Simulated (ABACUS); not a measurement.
# MgO (Fm-3m) in ABACUS: a series of runs

The runs below take MgO through single point, relaxation of cell and atoms, with B86bPBE.

Program: ABACUS 3.10.1. These are calculated values, not measurements. Logs are shortened: lines on timing, memory, paths and dates and some standing lists are left out, and cuts for length are marked.

**Experimental background.**

From “Electronic structure of alkaline earth and post-transition metal oxides”, 2009, arxiv:0908.1581, for a bulk crystal of MgO: band gap 7.83 eV.

The runs below are set against these values where they give the same quantity.

## Step 1: The structure

Symmetry: Fm-3m, No. 225, cubic system. The conventional cell has a = 4.194 Å, b = 4.194 Å, c = 4.194 Å, α = 90.00°, β = 90.00°, γ = 90.00°. Mg (site symmetry m-3m) has 6 O at 2.10 Å as nearest neighbours. Around O (site symmetry m-3m) lie 6 Mg at 2.10 Å.

The cell is a database's computed one.

## Step 2: Single point, B86bPBE

INPUT

```
INPUT_PARAMETERS
suffix              MgO
calculation         scf
basis_type          pw
pseudo_dir          ./
symmetry            1
dft_functional      GGA_X_B86_MGC+GGA_C_PBE
ecutwfc             92
pseudo_rcut         10
nspin               1
nbands              18
ks_solver           dav
smearing_method     fd
smearing_sigma      0.00367493
scf_thr             1e-08
scf_nmax            100
mixing_type         broyden
mixing_beta         0.7
cal_force           1
cal_stress          1
out_chg             1
out_pot             2
out_elf             1
```

STRU

```
ATOMIC_SPECIES
Mg 24.3050 Mg.upf
O 15.9990 O.upf

LATTICE_CONSTANT
5.6041865537

LATTICE_VECTORS
0.0000000000 0.7071067812 0.7071067812
0.7071067812 0.0000000000 0.7071067812
0.7071067812 0.7071067812 0.0000000000

ATOMIC_POSITIONS
Cartesian

Mg
0.0
1
0.0000000000 0.0000000000 0.0000000000 1 1 1

O
0.0
1
0.7071067812 0.7071067812 0.7071067812 1 1 1
```

KPT

```
K_POINTS
0
Gamma
9 9 9 0 0 0
```

Potentials or basis: Ansatz NC PBE, plane waves.

Started as:

```sh
> OMP_NUM_THREADS=1 mpirun -np 4 abacus > log
```

running log:

```text
[... set-up lines left out ...]
 PW ALGORITHM --------------- ION=   1  ELEC=   1--------------------------------

 Density error is 0.404311913638
                          Error Threshold = 0.01
----------------------------------------------------------
     Energy           Rydberg                 eV
----------------------------------------------------------
 E_KohnSham     -153.0794454637      -2082.7527049867
 E_Harris       -152.1758404221      -2070.4585276792
 E_Fermi        0.8165643122         11.1099274287
----------------------------------------------------------

 PW ALGORITHM --------------- ION=   1  ELEC=   2--------------------------------

 Density error is 0.242593989795
                          Error Threshold = 0.00252694946024
----------------------------------------------------------
     Energy           Rydberg                 eV
----------------------------------------------------------
 E_KohnSham     -153.1922260324      -2084.2871633448
 E_Harris       -154.5851238809      -2103.2385108157
 E_Fermi        0.8901806739         12.1115294150
----------------------------------------------------------

 PW ALGORITHM --------------- ION=   1  ELEC=   3--------------------------------

 Density error is 0.00223288901552
                          Error Threshold = 0.00151621243622
----------------------------------------------------------
     Energy           Rydberg                 eV
----------------------------------------------------------
 E_KohnSham     -153.2395146761      -2084.9305583499
 E_Harris       -153.2537635783      -2085.1244246100
 E_Fermi        0.7825316862         10.6468897982
----------------------------------------------------------

 PW ALGORITHM --------------- ION=   1  ELEC=   4--------------------------------

 Density error is 6.12330623341e-05
                          Error Threshold = 1.3955556347e-05
----------------------------------------------------------
     Energy           Rydberg                 eV
----------------------------------------------------------
 E_KohnSham     -153.2398428538      -2084.9350234367
 E_Harris       -153.2332893650      -2084.8458586468
 E_Fermi        0.7815025539         10.6328877346
----------------------------------------------------------

 PW ALGORITHM --------------- ION=   1  ELEC=   5--------------------------------

 Density error is 6.2009882405e-06
                          Error Threshold = 3.82706639588e-07
----------------------------------------------------------
     Energy           Rydberg                 eV
----------------------------------------------------------
 E_KohnSham     -153.2398446185      -2084.9350474469
 E_Harris       -153.2387576588      -2084.9202586008
 E_Fermi        0.7817912924         10.6368162228
----------------------------------------------------------

 PW ALGORITHM --------------- ION=   1  ELEC=   6--------------------------------

 Density error is 1.94775596721e-07
                          Error Threshold = 3.87561765031e-08
----------------------------------------------------------
     Energy           Rydberg                 eV
----------------------------------------------------------
 E_KohnSham     -153.2398449885      -2084.9350524799
 E_Harris       -153.2391394186      -2084.9254527093
 E_Fermi        0.7819475866         10.6389427156
----------------------------------------------------------

 PW ALGORITHM --------------- ION=   1  ELEC=   7--------------------------------

 Density error is 3.16459823916e-08
                          Error Threshold = 1.2173474795e-09
----------------------------------------------------------
     Energy           Rydberg                 eV
----------------------------------------------------------
 E_KohnSham     -153.2398450137      -2084.9350528234
 E_Harris       -153.2398838972      -2084.9355818598
 E_Fermi        0.7820254422         10.6400019950
----------------------------------------------------------

 PW ALGORITHM --------------- ION=   1  ELEC=   8--------------------------------

 Density error is 1.26333590274e-09
                          Error Threshold = 1.97787389947e-10
----------------------------------------------------------
     Energy           Rydberg                 eV
----------------------------------------------------------
 E_KohnSham     -153.2398450146      -2084.9350528359
 E_KS(sigma->0) -153.2398450146      -2084.9350528359
 E_Harris       -153.2398580090      -2084.9352296338
 E_band         -21.5036504599       -292.5721740548
 E_one_elec     -73.9267042742       -1005.8244124900
 E_Hartree      41.5289795078        565.0307534310
 E_xc           -25.6673545601       -349.2222746041
 E_Ewald        -95.1747656881       -1294.9191191727
 E_entropy(-TS) 0.0000000000         0.0000000000
 E_descf        0.0000000000         0.0000000000
 E_exx          0.0000000000         0.0000000000
 E_Fermi        0.7820187813         10.6399113682
----------------------------------------------------------

 charge density convergence is achieved
 final etot is -2084.9350528 eV
 EFERMI = 10.639911368 eV
The vacuum level is 6.3205236896 eV

 STATE ENERGY(eV) AND OCCUPATIONS    NSPIN == 1
 1/35 kpoint (Cartesian) = 0.0000 0.0000 0.0000 (463 pws)
       1       -64.1730     0.00274348
       2       -30.9448     0.00274348
       3       -30.9448     0.00274348
       4       -30.9448     0.00274348
       5       -9.08894     0.00274348
       6        8.19616     0.00274348
[... 10 lines left out ...]
      17        32.7891        0.00000
      18        32.7891        0.00000

 2/35 kpoint (Cartesian) = 0.078567 0.078567 0.078567 (467 pws)
       1       -64.1720      0.0219479
       2       -30.9553      0.0219479
       3       -30.9459      0.0219479
       4       -30.9459      0.0219479
       5       -8.95263      0.0219479
       6        7.41972      0.0219479
[... 10 lines left out ...]
      17        34.1228        0.00000
      18        34.1228        0.00000

 3/35 kpoint (Cartesian) = 0.15713 0.15713 0.15713 (463 pws)
       1       -64.1692      0.0219479
       2       -30.9819      0.0219479
       3       -30.9485      0.0219479
       4       -30.9485      0.0219479
       5       -8.58673      0.0219479
       6        5.91553      0.0219479
[... 10 lines left out ...]
      17        36.4142        0.00000
      18        36.4142        0.00000

 4/35 kpoint (Cartesian) = 0.23570 0.23570 0.23570 (458 pws)
       1       -64.1661      0.0219479
       2       -31.0119      0.0219479
       3       -30.9516      0.0219479
       4       -30.9516      0.0219479
       5       -8.12606      0.0219479
       6        4.51321      0.0219479
[... 10 lines left out ...]
      17        38.4257        0.00000
      18        38.4257        0.00000

 5/35 kpoint (Cartesian) = 0.31427 0.31427 0.31427 (461 pws)
       1       -64.1641      0.0219479
       2       -31.0314      0.0219479
       3       -30.9536      0.0219479
       4       -30.9536      0.0219479
       5       -7.79197      0.0219479
       6        3.66737      0.0219479
[... 10 lines left out ...]
      17        39.2907        0.00000
      18        39.2907        0.00000

 6/35 kpoint (Cartesian) = 0.0000 0.0000 0.15713 (466 pws)
       1       -64.1716      0.0164609
       2       -30.9547      0.0164609
       3       -30.9482      0.0164609
       4       -30.9482      0.0164609
       5       -8.90929      0.0164609
       6        7.34633      0.0164609
[... 10 lines left out ...]
      17        33.3747        0.00000
      18        34.6312        0.00000

[... levels at 29 further k points ...]

------------------------------------------------------------------------------------------
 TOTAL-FORCE (eV/Angstrom)
------------------------------------------------------------------------------------------
                       Mg1         0.0000000000         0.0000000000         0.0000000000
                        O1         0.0000000000         0.0000000000         0.0000000000
------------------------------------------------------------------------------------------

----------------------------------------------------------------
 TOTAL-STRESS (KBAR)
----------------------------------------------------------------
        76.2579176075         0.0000000000         0.0000000000
        -0.0000000000        76.2579176075         0.0000000000
        -0.0000000000         0.0000000000        76.2579176075
----------------------------------------------------------------
 TOTAL-PRESSURE: 76.257918 KBAR

 --------------------------------------------
 !FINAL_ETOT_IS -2084.9350528358895644 eV
 --------------------------------------------
```

Run time: 5.9 s. Hardware: 4 MPI ranks of Intel Xeon Platinum 8488C (Sapphire Rapids), shared host; peak memory 0.24 GiB.

Results:

- Free energy: -2084.9351 eV
- Pressure: 7.6 GPa
- Band gap on the k mesh: 4.92 eV, direct

Caveat: the potentials were made for another functional, which shifts forces and pressure.

## Step 3: Relaxation of cell and atoms, B86bPBE

INPUT, as its differences from that of step 2:

```diff
@@ -2,3 +2,3 @@
 suffix              MgO
-calculation         scf
+calculation         cell-relax
 basis_type          pw
@@ -10,3 +10,3 @@
 nspin               1
-nbands              18
+nbands              12
 ks_solver           dav
@@ -20,4 +20,7 @@
 cal_stress          1
-out_chg             1
-out_pot             2
-out_elf             1
+relax_nmax          60
+force_thr_ev        0.005
+relax_method        cg
+out_stru            1
+stress_thr          0.2
+kpar                4
```

STRU

```
ATOMIC_SPECIES
Mg 24.3050 Mg.upf
O 15.9990 O.upf

LATTICE_CONSTANT
1.8897261246

LATTICE_VECTORS
0.0000000000 2.0970013927 2.0970013927
2.0970013927 0.0000000000 2.0970013927
2.0970013927 2.0970013927 0.0000000000

ATOMIC_POSITIONS
Direct

Mg
0.0
1
0.0000000000 0.0000000000 0.0000000000 1 1 1

O
0.0
1
0.5000000000 0.5000000000 0.5000000000 1 1 1
```

KPT is that of step 2.

Potentials or basis: Ansatz NC PBE, plane waves.

Started as:

```sh
> OMP_NUM_THREADS=1 mpirun -np 4 abacus > log
```

Run time: 8.8 s. Hardware: 4 MPI ranks of Intel Xeon Platinum 8488C (Sapphire Rapids), shared host; peak memory 0.36 GiB.

Results (log left out):

- Free energy: -2084.9550 eV
- Relaxed volume: 9.66 Å³/atom
- Relaxed cell: a = 3.012 Å, b = 3.012 Å, c = 3.012 Å, α = 60.00°, β = 60.00°, γ = 60.00°
- Space group after relaxing (to 0.05 Å): Fm-3m (No. 225)
- Energy gained by relaxing: 10.0 meV/atom
- Ionic steps: 3
- Pressure after relaxing: 0.0 GPa
- Band gap on the k mesh: 4.47 eV, direct

Step by step:
```csv
step,energy change (eV),largest force (eV/Å),pressure (GPa),volume (Å³)
1,0.0000,0.0000,7.62,18.44
2,-0.0168,0.0000,-2.76,19.68
3,-0.0200,0.0000,0.01,19.31
```

Final structure:
```cif
data_structure
_symmetry_space_group_name_H-M 'P 1'
_symmetry_Int_Tables_number 1
_cell_length_a 3.0116
_cell_length_b 3.0116
_cell_length_c 3.0116
_cell_angle_alpha 60.000
_cell_angle_beta 60.000
_cell_angle_gamma 60.000
_cell_volume 19.31
loop_
_atom_site_label
_atom_site_type_symbol
_atom_site_fract_x
_atom_site_fract_y
_atom_site_fract_z
_atom_site_occupancy
Mg1 Mg 0.00000 0.00000 0.00000 1
O1 O 0.50000 0.50000 0.50000 1
```

Levels at points of the mesh, in eV from the valence-band top:
```csv
k point,band 5,band 6,band 7,band 8,band 9,band 10,band 11
"(0.00, 0.00, 0.00)",-17.06,0.00,0.00,0.00,4.47,15.67,15.67
```

Caveat: the potentials were made for another functional, which shifts forces and pressure.

## Step 4: Comparison with measurements

Step 2. Measured gap of MgO: 7.83 eV (quoted in “Electronic structure of alkaline earth and post-transition metal oxides”, 2009, arxiv:0908.1581). This calculation gives 4.92 eV (-2.91 eV). The value is that of B86bPBE, without temperature or zero-point motion. The cell is a database's relaxed one, not the measured one, which moves gaps too.
